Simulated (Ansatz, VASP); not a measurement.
**Cross-check of InP (InP(110)) between VASP and Ansatz**

Aim: how closely do two programs agree when they are given the same cell, functional and k mesh? Of the first pair: The structure shown is the end of the VASP relaxation below. Valence electrons are named where the data sets of a main pair hold unlike numbers.

Method: plane waves, with VASP 6.6.1 beside it; single point at PBE and band structure at PBE, in Ansatz 0.2.0.

### Step 1. Starting point

The cell holds 18 atoms: 9 In and 9 P. Cell: a = 4.199 Å, b = 5.939 Å, c = 33.102 Å, α = 90.0°, β = 90.0°, γ = 90.0°. It derives from InP. As first built, before any earlier steps moved the atoms (in the runner's words): 9 layers, strained by -1 % in the plane. Vacuum lies along c.

### Step 2. VASP: relaxation, PBE

This run makes the geometry at which the two programs are then compared.

Lines of VASP's logs that name or quote its potential files are left out, and so is its time.

Input file INCAR:

```
SYSTEM = InP
PREC = Normal
ENCUT = 320
EDIFF = 1E-05
NELM = 120
ISMEAR = 0
SIGMA = 0.03
LREAL = Auto
ALGO = Fast
GGA = PE
NBANDS = 54
LORBIT = 11
LWAVE = .FALSE.
LCHARG = .FALSE.
KPAR = 2
NCORE = 2
IBRION = 2
NSW = 60
ISIF = 2
EDIFFG = -0.03
POTIM = 0.4
MAXMIX = 40
IDIPOL = 3
LDIPOL = .TRUE.
DIPOL = 0.5 0.5 0.5
```

Input file POSCAR:

```
InP
1.0
    4.1993656095      0.0000000000      0.0000000000
    0.0000000000      5.9387997982      0.0000000000
    0.0000000000      0.0000000000     33.1015634268
In P
9 9
Direct
    0.0000000000      0.0000000000      0.2416804300
    0.5000000000      0.5000000000      0.3062603200
    0.0000000000      0.0000000000      0.3708402100
    0.5000000000      0.5000000000      0.4354201100
    0.0000000000      0.0000000000      0.5000000000
    0.5000000000      0.5000000000      0.5645798900
    0.0000000000      0.0000000000      0.6291597900
    0.5000000000      0.5000000000      0.6937396800
    0.0000000000      0.0000000000      0.7583195700
    0.0000000000      0.7500000000      0.3062603200
    0.5000000000      0.2500000000      0.2416804300
    0.0000000000      0.7500000000      0.4354201100
    0.5000000000      0.2500000000      0.3708402100
    0.0000000000      0.7500000000      0.5645798900
    0.5000000000      0.2500000000      0.5000000000
    0.0000000000      0.7500000000      0.6937396800
    0.5000000000      0.2500000000      0.6291597900
    0.5000000000      0.2500000000      0.7583195700
```

Input file KPOINTS:

```
Automatic mesh
0
Gamma
6 4 1
0 0 0
```

Potentials, in the order of the species: In and P (PBE family, release 64).

The run is started by

```console
> mpirun -np 4 vasp_std
```

Numbers of over 12 decimals in the logs are rounded to 6 here.

What it wrote:

```text
[banner, memory and clock lines left out]
running    4 mpi-ranks, on    1 nodes
 distrk:  each k-point on    2 cores,    2 groups
 distr:  one band on    2 cores,    1 groups

 POSCAR found type information on POSCAR InP
 POSCAR found :  2 types and      18 ions
 LDA part: xc-table for (Slater+PW92), standard interpolation
 POSCAR, INCAR and KPOINTS ok, starting setup
 FFT: planning ... GRIDC
 FFT: planning ... GRID_SOFT
 FFT: planning ... GRID
 WAVECAR not read
 entering main loop
       N       E                     dE             d eps       ncg     rms          rms(c)
DAV:   1     0.301669085144E+03    0.30167E+03   -0.17879E+04  1296   0.675E+02
DAV:   2    -0.362934184767E+02   -0.33796E+03   -0.32595E+03  1722   0.146E+02
DAV:   3    -0.750158345992E+02   -0.38722E+02   -0.38282E+02  1584   0.511E+01
DAV:   4    -0.766737723546E+02   -0.16579E+01   -0.16518E+01  1792   0.123E+01
DAV:   5    -0.767289495956E+02   -0.55177E-01   -0.55141E-01  1696   0.210E+00    0.163E+01
RMM:   6    -0.725405253810E+02    0.41884E+01   -0.63233E+00  1296   0.519E+00    0.921E+00
RMM:   7    -0.722341483036E+02    0.30638E+00   -0.63908E+00  1296   0.501E+00    0.304E+00
RMM:   8    -0.720970995746E+02    0.13705E+00   -0.11524E+00  1296   0.274E+00    0.840E-01
RMM:   9    -0.720709086301E+02    0.26191E-01   -0.89225E-02  1332   0.999E-01    0.442E-01
RMM:  10    -0.720752651293E+02   -0.43565E-02   -0.36028E-02  1526   0.484E-01    0.368E-01
RMM:  11    -0.720769524848E+02   -0.16874E-02   -0.16173E-02  1296   0.309E-01    0.219E-01
RMM:  12    -0.720760040627E+02    0.94842E-03   -0.18513E-03  1309   0.143E-01    0.972E-02
RMM:  13    -0.720761239722E+02   -0.11991E-03   -0.63509E-04  1388   0.716E-02    0.627E-02
RMM:  14    -0.720764888053E+02   -0.36483E-03   -0.29409E-04  1297   0.476E-02    0.844E-02
RMM:  15    -0.720766029864E+02   -0.11418E-03   -0.42180E-04  1295   0.443E-02    0.383E-02
RMM:  16    -0.720766860367E+02   -0.83050E-04   -0.23786E-04  1328   0.336E-02    0.467E-02
RMM:  17    -0.720767306400E+02   -0.44603E-04   -0.32663E-05  1020   0.177E-02    0.239E-02
RMM:  18    -0.720767874993E+02   -0.56859E-04   -0.11860E-04  1285   0.238E-02    0.465E-02
RMM:  19    -0.720767864991E+02    0.10002E-05   -0.11984E-05   879   0.993E-03
   1 F= -.72076786E+02 E0= -.72076786E+02  d E =-.720768E+02
[... from here on, the cycles between the ionic steps are left out ...]
   2 F= -.72342141E+02 E0= -.72342141E+02  d E =-.265355E+00
  11 F= -.73250035E+02 E0= -.73250035E+02  d E =-.964926E-02
  12 F= -.73253209E+02 E0= -.73253209E+02  d E =-.128224E-01
  13 F= -.73251098E+02 E0= -.73251098E+02  d E =-.107122E-01
  14 F= -.73253825E+02 E0= -.73253825E+02  d E =-.134393E-01
  15 F= -.73258992E+02 E0= -.73258992E+02  d E =-.516673E-02
  16 F= -.73258850E+02 E0= -.73258850E+02  d E =-.502473E-02
  17 F= -.73261227E+02 E0= -.73261227E+02  d E =-.237685E-02
  18 F= -.73261383E+02 E0= -.73261383E+02  d E =-.253262E-02
  19 F= -.73262823E+02 E0= -.73262823E+02  d E =-.143980E-02
  20 F= -.73262841E+02 E0= -.73262841E+02  d E =-.145793E-02
 curvature:  -2.85 expect dE=-0.111E-02 dE for cont linesearch -0.297E-05
 trial: gam= 0.35066 g(F)=  0.388E-03 g(S)=  0.000E+00 ort = 0.427E-04 (trialstep = 0.310E+01)
 search vector abs. value=  0.632E-03
 bond charge predicted
       N       E                     dE             d eps       ncg     rms          rms(c)
DAV:   1    -0.732630654167E+02   -0.23357E-03   -0.71817E-02  1320   0.755E-01    0.140E-01
RMM:   2    -0.732637912073E+02   -0.72579E-03   -0.56665E-03  1296   0.243E-01    0.160E-01
RMM:   3    -0.732635153808E+02    0.27583E-03   -0.98157E-04  1298   0.113E-01    0.785E-02
RMM:   4    -0.732635376125E+02   -0.22232E-04   -0.62418E-04  1305   0.706E-02    0.480E-02
RMM:   5    -0.732634947199E+02    0.42893E-04   -0.10991E-04  1291   0.361E-02    0.241E-02
RMM:   6    -0.732635457144E+02   -0.50995E-04   -0.25893E-05   948   0.188E-02    0.281E-02
RMM:   7    -0.732635552990E+02   -0.95845E-05   -0.89465E-06   863   0.956E-03
  21 F= -.73263555E+02 E0= -.73263555E+02  d E =-.714541E-03
 trial-energy change:   -0.000715  1 .order   -0.000682   -0.001250   -0.000114
 step:   3.4118(harm=  3.4118)  dis= 0.00474  next Energy=   -73.263529 (dE=-0.688E-03)
 reached required accuracy - stopping structural energy minimisation
```

OUTCAR, selected parts (step 2):

```text
ion  position               nearest neighbor table
   1  0.000  0.000  0.242-  11 2.57  11 2.57  10 2.60
   2  0.500  0.500  0.306-  10 2.57  10 2.57  13 2.60  11 2.60
   3  0.000  0.000  0.371-  13 2.57  13 2.57  10 2.60  12 2.60
   4  0.500  0.500  0.435-  12 2.57  12 2.57  15 2.60  13 2.60
   5  0.000  0.000  0.500-  15 2.57  15 2.57  12 2.60  14 2.60
   6  0.500  0.500  0.565-  14 2.57  14 2.57  15 2.60  17 2.60
   7  0.000  0.000  0.629-  17 2.57  17 2.57  16 2.60  14 2.60
   8  0.500  0.500  0.694-  16 2.57  16 2.57  18 2.60  17 2.60
   9  0.000  0.000  0.758-  18 2.57  18 2.57  16 2.60
  10  0.000  0.750  0.306-   2 2.57   2 2.57   3 2.60   1 2.60
  11  0.500  0.250  0.242-   1 2.57   1 2.57   2 2.60
  12  0.000  0.750  0.435-   4 2.57   4 2.57   5 2.60   3 2.60
  13  0.500  0.250  0.371-   3 2.57   3 2.57   2 2.60   4 2.60
  14  0.000  0.750  0.565-   6 2.57   6 2.57   5 2.60   7 2.60
  15  0.500  0.250  0.500-   5 2.57   5 2.57   6 2.60   4 2.60
  16  0.000  0.750  0.694-   8 2.57   8 2.57   9 2.60   7 2.60
  17  0.500  0.250  0.629-   7 2.57   7 2.57   8 2.60   6 2.60
  18  0.500  0.250  0.758-   9 2.57   9 2.57   8 2.60

  LATTYP: Found a simple orthorhombic cell.
 ALAT       =     4.1993656095
 B/A-ratio  =     1.4142135623
 C/A-ratio  =     7.8825152428

 Subroutine GETGRP returns: Found  4 space group operations
 (whereof  4 operations were pure point group operations)

The static configuration has the point symmetry C_2v.

 Found     12 irreducible k-points:

   k-points           NKPTS =     12   k-points in BZ     NKDIM =     12   number of bands    NBANDS=     54

   dimension x,y,z NGX =    18 NGY =   28 NGZ =  150
   dimension x,y,z NGXF=    36 NGYF=   56 NGZF=  300

   ENCUT  =  320.0 eV  23.52 Ry    4.85 a.u.   6.13  8.66 48.28*2*pi/ulx,y,z

   NELECT =      72.0000    total number of electrons

 k-points in reciprocal lattice and weights: Automatic mesh
   0.00000000  0.00000000  0.00000000       0.042
   0.16666667  0.00000000  0.00000000       0.083
   0.33333333  0.00000000  0.00000000       0.083
   0.50000000  0.00000000  0.00000000       0.042
   0.00000000  0.25000000  0.00000000       0.083
   0.16666667  0.25000000  0.00000000       0.167
   0.33333333  0.25000000  0.00000000       0.167
   0.50000000  0.25000000  0.00000000       0.083
   0.00000000  0.50000000  0.00000000       0.042
   0.16666667  0.50000000  0.00000000       0.083
   0.33333333  0.50000000  0.00000000       0.083
   0.50000000  0.50000000  0.00000000       0.042

 dipolmoment           0.000000      0.000000      0.000000 electrons x Angstroem

 average (electrostatic) potential at core
       1 -42.4607       2 -42.2206       3 -42.2399       4 -42.2383       5 -42.2301
       6 -42.2383       7 -42.2399       8 -42.2206       9 -42.4607      10 -88.0961
      11 -87.8233      12 -88.0403      13 -88.0169      14 -88.0403      15 -88.0277
      16 -88.0961      17 -88.0169      18 -87.8233

 E-fermi :  -0.0018

 k-point     1 :       0.0000    0.0000    0.0000
  band No.  band energies     occupation
    ...
     32      -0.4408      2.00000
     33      -0.4318      2.00000
     34      -0.3655      2.00000
     35      -0.2568      2.00000
     36      -0.1747      2.00000
     37       0.6214      0.00000
     38       1.2501      0.00000
     39       1.6204      0.00000
     40       1.8107      0.00000
     41       1.9380      0.00000
    ...

 k-point     2 :       0.1667    0.0000    0.0000
  band No.  band energies     occupation
    ...
     32      -1.1319      2.00000
     33      -0.9034      2.00000
     34      -0.8674      2.00000
     35      -0.6366      2.00000
     36      -0.5160      2.00000
     37       1.5162      0.00000
     38       1.8459      0.00000
     39       1.8869      0.00000
     40       2.2113      0.00000
     41       2.4494      0.00000
    ...

 k-point     3 :       0.3333    0.0000    0.0000
  band No.  band energies     occupation
    ...
     32      -1.6170      2.00000
     33      -1.4875      2.00000
     34      -1.2599      2.00000
     35      -0.9949      2.00000
     36      -0.7735      2.00000
     37       1.4688      0.00000
     38       1.5522      0.00000
     39       2.1546      0.00000
     40       2.1581      0.00000
     41       2.2799      0.00000
    ...

  Total        1.9916427      1.5191390     -0.4746326      0.0000000      0.0000000      0.0000000
  in kB        3.8653705      2.9483376     -0.9211647      0.0000000      0.0000000      0.0000000
  external PRESSURE =       1.9641811 kB  Pullay stress =       0.0000000 kB

  energy-cutoff  :      320.00
  volume of cell :      825.53
      direct lattice vectors                 reciprocal lattice vectors
     4.199365610  0.000000000  0.000000000     0.238131207  0.000000000  0.000000000
     0.000000000  5.938799798  0.000000000     0.000000000  0.168384191  0.000000000
     0.000000000  0.000000000 33.101563427     0.000000000  0.000000000  0.030210053

 POSITION                                       TOTAL-FORCE (eV/Angst)
 -----------------------------------------------------------------------------------
      0.00000      0.32715      8.43940         0.000000      0.004790     -0.008226
      2.09968      2.86875     10.01336         0.000000      0.009293      0.011326
      0.00000      5.87240     12.30134         0.000000      0.018498      0.016855
      2.09968      2.89949     14.38381        -0.000000     -0.006603      0.016085
      0.00000      5.89084     16.55078        -0.000000     -0.008085      0.000000
      2.09968      2.89949     18.71775        -0.000000     -0.006603     -0.016085
      0.00000      5.87240     20.80023        -0.000000      0.018498     -0.016855
      2.09968      2.86875     23.08821         0.000000      0.009293     -0.011326
      0.00000      0.32715     24.66216        -0.000000      0.004790      0.008226
      0.00000      4.37545     10.16360        -0.000000     -0.005209     -0.004084
      2.09968      1.59419      7.74026         0.000000     -0.006349      0.023727
      0.00000      4.40355     14.42351        -0.000000      0.007755      0.007676
      2.09968      1.45191     12.22687        -0.000000     -0.010137      0.003023
      0.00000      4.40355     18.67805        -0.000000      0.007755     -0.007676
      2.09968      1.45730     16.55078        -0.000000     -0.015988      0.000000
      0.00000      4.37545     22.93796         0.000000     -0.005209      0.004084
      2.09968      1.45191     20.87469        -0.000000     -0.010137     -0.003023
      2.09968      1.59419     25.36131        -0.000000     -0.006349     -0.023727
 -----------------------------------------------------------------------------------
    total drift:                               -0.000000      0.032276      0.000002

  FREE ENERGIE OF THE ION-ELECTRON SYSTEM (eV)
  ---------------------------------------------------
  free  energy   TOTEN  =       -73.2635552990 eV

  energy  without entropy=      -73.2635552990  energy(sigma->0) =      -73.26355530

 reached required accuracy - stopping structural energy minimisation

 vacuum level on the upper side and lower side of the slab         4.933         4.933

 total charge
# of ion       s       p       d       tot
------------------------------------------
    1        1.254   1.201   0.174   2.629
    2        1.180   1.364   0.216   2.760
    3        1.182   1.373   0.217   2.771
    4        1.181   1.369   0.217   2.768
    5        1.181   1.376   0.218   2.775
    6        1.181   1.369   0.217   2.768
    7        1.182   1.373   0.217   2.771
    8        1.180   1.364   0.216   2.760
    9        1.254   1.201   0.174   2.629
   10        1.041   1.465   0.000   2.506
   11        1.085   1.376   0.000   2.462
   12        1.038   1.469   0.000   2.507
   13        1.040   1.459   0.000   2.499
   14        1.038   1.469   0.000   2.507
   15        1.038   1.465   0.000   2.503
   16        1.041   1.465   0.000   2.506
   17        1.040   1.459   0.000   2.499
   18        1.085   1.376   0.000   2.462
--------------------------------------------------
tot         20.222  24.993   1.866  47.081

[... 3 further parts left out ...]
```

CONTCAR:

```
InP
   1.00000000000000
     4.1993656095000000    0.0000000000000000    0.0000000000000000
     0.0000000000000000    5.9387997981999998    0.0000000000000000
     0.0000000000000000    0.0000000000000000   33.1015634267999985
  In              P
     9     9
Direct
     0.0000000000000000    0.0550868707523096    0.2549547677354159
     0.5000000000000000    0.4830520086285513    0.3025040253194225
     0.0000000000000000    0.9888186010066545    0.3716240483550494
     0.5000000000000000    0.4882290117677349    0.4345357362394516
     0.0000000000000000    0.9919244472855486    0.5000000000000000
     0.5000000000000000    0.4882290117677349    0.5654642637605487
     0.0000000000000000    0.9888186010066545    0.6283759516449502
     0.5000000000000000    0.4830520086285513    0.6974959746805774
     0.0000000000000000    0.0550868707523096    0.7450452322645842
     0.0000000000000000    0.7367560334792699    0.3070429572287174
     0.5000000000000000    0.2684365196268257    0.2338335587486374
     0.0000000000000000    0.7414875181472881    0.4357350993483132
     0.5000000000000000    0.2444779613423640    0.3693744262169132
     0.0000000000000000    0.7414875181472881    0.5642649006516866
     0.5000000000000000    0.2453865032124546    0.5000000000000000
     0.0000000000000000    0.7367560334792699    0.6929570427712824
     0.5000000000000000    0.2444779613423640    0.6306255737830869
     0.5000000000000000    0.2684365196268257    0.7661664412513626
```

The gap is read on the k-mesh alone, so it is an upper bound where the band edges lie off the mesh. The data set In keeps the semicore shell frozen, which is cheaper and a little less accurate. The run keeps the 4 symmetry operations of its start, so it cannot find a distortion of lower symmetry.

(Part 1 of 3 ends here.)

[Lines on the potential files, build, host, timing and source positions are cut from VASP's logs without a mark.]

[Logs are printed without paths, hosts, clocks, repeated set-up lines and the standing remarks that a program may print on its own settings, such as how far it seeks lower states.]

[Hosts, paths, dates, database ids (printed as entryN), source tags and the programs' standing remarks are cut or masked in the printed files.]
